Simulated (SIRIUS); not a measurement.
Crystal: Sb.

```
Sb
1.0
     3.16000    0.00000    0.00000
     0.00000    3.16000    0.00000
     0.00000    0.00000    3.16000
Sb
1
Direct
  0.00000 0.00000 0.00000
```

This isn't the form of Sb at room conditions, which is rhombohedral.

- Program: SIRIUS 7.12.0
- Task: single point
- Functional: PBEsol
- Potentials or basis: all-electron FP-LAPW
- Cutoff: 149 eV
- Basis: apw+lo standard
- k mesh: 8 × 8 × 8
- Occupations: fermi-dirac, width 0.05 eV
- Spin: no spin polarisation

On this cell: band gap on the k mesh none (metal or under the smearing width).

The same run follows on a disturbed copy (cell strained at random):

```xyz
1
Lattice="3.1831 -0.0092 -0.0793 -0.0092 3.1372 -0.0565 -0.0793 -0.0565 3.1629" Properties=species:S:1:pos:R:3 pbc="T T T"
Sb    0.0128    0.0108   -0.0692
```

**Question.** What changes?

**Answer.** The energy (extrapolated to zero smearing) moves by +1.6 meV/atom; band gap on the k mesh none (metal or under the smearing width).
